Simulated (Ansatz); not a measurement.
Energy ranking of TiCo structures

Theory: Ansatz 0.2.0, DFT r2SCAN, scalar-relativistic, plane waves, PAW. Settings: cutoff 500 eV, Γ-centred meshes no coarser than 0.19 Å⁻¹ for metals and 0.3 Å⁻¹ for insulators (2π included), Gaussian smearing.

Temperature and zero-point effects are left out. Only the structures computed here compete, so a lower one can exist. The k mesh leaves about 4 meV/atom of noise in metals. The magnetic state reached may not be the lowest. Magnetic atoms first started from parallel or listed moments, and other orders weren't tried. The functional can misorder magnetic and non-magnetic phases.

```
#      started from      space group  atoms  V (Å³/atom)  ΔE (meV/atom)  gap on mesh (eV)  net m per atom / largest site m (μB)
1     database cell  Pm-3m (No. 221)      2         13.3              0              0.00                           0.45 / 1.41
2  zinc blende type  F-43m (No. 216)      2         18.2           1518              0.00                           0.38 / 0.57
```

The lowest structure: Space group Pm-3m (No. 221), cubic, a = 2.989 Å. Around Ti lie 8 Co at 2.59 Å and 6 Ti at 2.99 Å; Co has 8 Ti at 2.59 Å and 6 Co at 2.99 Å. Its energy against the elements is -0.40 eV/atom. The zero of energy is the lowest elemental structures computed at the same level; no fitted shifts are applied.

```xyz
2
Lattice="2.9885 0.0000 0.0000 0.0000 2.9885 0.0000 0.0000 0.0000 2.9885" Properties=species:S:1:pos:R:3 pbc="T T T"
Ti    0.0000    0.0000    0.0000
Co    1.4943    1.4943    1.4943
```

The second: Space group F-43m (No. 216), cubic, a = 5.263 Å. Ti is coordinated by 4 Co at 2.28 Å; Co has 4 Ti at 2.28 Å.